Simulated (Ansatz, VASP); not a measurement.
MgI2 in VASP and in Ansatz

```xyz
3
Lattice="2.0275 1.1706 7.2554 -2.0275 1.1706 7.2554 0.0000 -2.3411 7.2554" Properties=species:S:1:pos:R:3 pbc="T T T"
Mg    0.0000    0.0000   -0.0002
I     0.0000    0.0000    9.0965
I     0.0000    0.0000    5.4145
```

Alike in both runs: task single point; functional PBE; k mesh 8 × 8 × 8; no spin polarisation.

```csv
,VASP,Ansatz
version,VASP 6.6.1,Ansatz 0.2.0
potentials or method,"VASP PAW PBE potentials, release 64 (Mg, I)","plane waves, PAW"
plane-wave cutoff (eV),520,420
occupations,"gaussian, width 0.01 eV",fixed
valence electrons in the cell,16,44
```

```tsv
	VASP	Ansatz	Ansatz less VASP
gap on the k mesh at the Fermi level (eV)	2.75	2.77	+0.015
pressure (GPa)	1.0	1.1	+0.05
largest component of the traceless stress (GPa)	0.12	0.12	-0.004
rms of the force components (eV/Å)	0.005	0.001	-0.0040
```

Atom by atom the forces differ by 0.004 eV/Å (rms over components). The two sets of potentials don't hold the same shells in valence.

Caveats: spin-orbit coupling is left out, which moves the levels of the heavy elements. A k mesh can miss the band edges. As with any semilocal functional, this PBE gap is likely too small.
